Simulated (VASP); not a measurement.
Runs of VASP 6.6.1 on Ni. The structure is cubic, space group Fm-3m (No. 225). The conventional cell has a = 3.475 Å, b = 3.475 Å, c = 3.475 Å, α = 90.00°, β = 90.00°, γ = 90.00°. Ni (site symmetry m-3m) is surrounded by 12 Ni at 2.46 Å. 

```csv
task,potentials or basis,cell,cutoff (eV),smearing,gap on the mesh (eV),pressure (GPa),moment (μB),relaxed volume (Å³/atom)
relaxation of cell and atoms,"VASP PAW PBE potentials, release 54 (Ni)",relaxed,580,fermi-dirac 0.05 eV,none,-0.1,0.63,10.88
single point,"VASP PAW PBE potentials, release 64 (Ni)",as given,520,gaussian 0.027 eV,none,7.8,0.62,-
band structure,"VASP PAW PBE potentials, release 54 (Ni)",as given,500,fermi-dirac 0.05 eV,-,-,0.62,-
relaxation of cell and atoms,"VASP PAW PBE potentials, release 54 (Ni)",relaxed,600,fermi-dirac 0.05 eV,none,0.0,0.63,10.88
band structure,"VASP PAW PBE potentials, release 54 (Ni)",as given,520,fermi-dirac 0.05 eV,-,(a),0.62,-
```

Alike in all rows: level PBE; spin collinear, ferromagnetic start; k mesh 13 × 13 × 13.

Estimate the missing entries.

(a) 8.0.

A gap of «none» marks a metal or a gap under the smearing width.
